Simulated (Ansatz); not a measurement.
## A plane-wave run on Te2Mo

input.yaml (Ansatz 0.2.0)

```yaml
crystal:
  lattice:
    - [6.271163, 0.0, 0.0]
    - [0.0, 3.436756, 0.0]
    - [-0.93799, 0.0, 13.699092]
  atoms:
    - { symbol: Te, position: [0.5568, 0.75, 0.3516] }
    - { symbol: Te, position: [0.4432, 0.25, 0.6484] }
    - { symbol: Te, position: [0.5888, 0.25, 0.1045] }
    - { symbol: Te, position: [0.4112, 0.75, 0.8955] }
    - { symbol: Te, position: [0.097, 0.75, 0.1486] }
    - { symbol: Te, position: [0.903, 0.25, 0.8514] }
    - { symbol: Mo, position: [0.3181, 0.75, 0.5066] }
    - { symbol: Mo, position: [0.6819, 0.25, 0.4934] }
    - { symbol: Te, position: [0.0563, 0.25, 0.3955] }
    - { symbol: Te, position: [0.9437, 0.75, 0.6045] }
    - { symbol: Mo, position: [0.1833, 0.25, 0.0074] }
    - { symbol: Mo, position: [0.8167, 0.75, 0.9926] }
  symmetry: { tolerance: 0.0003 }
kpoints:
  mp_grid: { grid: [5, 9, 3], shift: [0, 0, 0] }
  band_path:
    path:
      - [0.0, 0.0, 0.0]
      - [0.0, 0.5, 0.0]
      - [0.0, 0.5, 0.5]
      - [0.0, 0.0, 0.5]
      - [0.0, 0.0, 0.0]
      - [-0.5, 0.0, 0.5]
      - [-0.5, 0.5, 0.5]
      - [0.0, 0.5, 0.0]
      - [-0.5, 0.5, 0.0]
      - [-0.5, 0.0, 0.0]
      - [0.0, 0.0, 0.0]
    npoints: 7
magnetization:
  spin_polarized: false
scf:
  occupations: { method: fermi_dirac }
  lower_state_search: "off"
  max_iter: 200
hamiltonian:
  pseudopotentials: { kind: paw }
  xc: pbe
basis:
  ecutwfc: 420
  fft_grid_basis: typed
output:
  forces: true
  stress: true
  eigenvalues: true
  populations: true
  elf: true
  write_potential: true
  volumetric_format: npy
  dos:
    e_range: [-12, 8]
    de: 0.05
    projected: { site_lists: { Mo: [Mo], Te: [Te] } }
checkpoint:
  read: saved_state
```

Command:

```sh
ansatz run input.yaml --threads 1 --pin off --max-ram 2560MiB --backend cpu --events-out ev --progress --plain --runs-dir out
```

The run starts from an earlier solution of this cell. 

Output (shortened):

```
Pseudopotentials: kind: paw
Pseudopotential: Te, paw, valence charge 16, recommended cutoff 420 eV (normal), Te.paw.azcp
Pseudopotential: Mo, paw, valence charge 14, recommended cutoff 420 eV (normal), Mo.paw.azcp
Functional definition: PBE
  exchange = pbe_x(kappa = kappa, mu = beta*pi^2/3)
  correlation = pbe_c(beta = beta)
Crystal: 12 atoms, lattice volume = 295.249 Å³
Basis set: ecut = 420 eV, 5787 PW (Γ), exchange–correlation on 90×48×192 points (8 copies of the dense FFT grid, shifted against one another)
Bands: 111, of which v1, the nominal top of the filled ones, is band 92 counted from 1 (91 counted from 0)
Symmetry: 4 space group operations
Space group: P21/m (ITA 11), of the structure as read, at distance tolerance 2.0e-3 Å
k-points: 40 of 135
Initial density: read from a saved state, or passed on in memory by an earlier SCF of this step, an earlier step, the calling program or the single point that the run made first
Functional: x = pbe(κ = 0.804, μ = 0.2195), c = pbe(β = 0.0667)
Free energy (F): -75666.4610 eV
Harris-Foulkes:  -75666.4610 eV  (|F-HF|=4.07e-10)
Internal energy: -75666.3230 eV  (E = F + TS)
E sigma→0 (E₀):  -75666.3920 eV
Entropy (-TS):   -0.1380 eV (-11.496 meV/atom)
Fermi energy:    13.0083 eV
--- Per-component energies (eV) ---
  E_band       = -2245.9135
  E_kinetic    = 3226.2283
  E_local      = -14937.1047  (includes V_loc(G=0)·N_el)
  E_nonlocal   = -1905.7340
  E_hartree    = 8374.9818
  E_xc         = -1735.1167
  E_vxc        = -1758.6891  (∫ρ·V_xc dr)
  E_paw        = -50107.7762  (= ΣΔE_a)
  E_vpaw       = -3620.5749  (= ΣTr[D̂ρ^β])
  E_aug_tail   = -0.0014  (compensation charges beyond the density's cutoff)
  E_ewald      = -18581.8003
  E_smearing   = -0.1380  (= −TS)
--- Forces (eV/Å), atoms counted from 1 ---
  atom   1  Te     0.0112     0.0000    -0.5545
  atom   2  Te    -0.0112     0.0000     0.5545
  atom   3  Te    -0.0987     0.0000     0.2762
  atom   4  Te     0.0987     0.0000    -0.2762
  atom   5  Te     0.0073     0.0000     0.6051
  atom   6  Te    -0.0073     0.0000    -0.6051
  atom   7  Mo     0.0827     0.0000    -0.0773
  atom   8  Mo    -0.0827     0.0000     0.0773
  atom   9  Te    -0.1075     0.0000    -0.3186
  atom  10  Te     0.1075     0.0000     0.3186
  atom  11  Mo     0.0109     0.0000    -0.0335
  atom  12  Mo    -0.0109     0.0000     0.0335
--- Stress (GPa, compression-positive) ---
        6.0837       0.0000       0.0773
        0.0000       5.3320       0.0000
        0.0773       0.0000       5.5507
  P = ⅓ Tr σ = 5.6555 GPa (56.555 kbar)
```

Total energies depend on the potentials used, so only differences within one code and one set of settings carry meaning.

Origin: a database entry at a rescaled volume.

(1) How long did it run, and on what?

Answers

(1) Cost: 82 s on 1 thread of Intel(R) Xeon(R) 6975P-C (Granite Rapids), on a shared host, peak memory 1.7 GiB (start from a saved density).
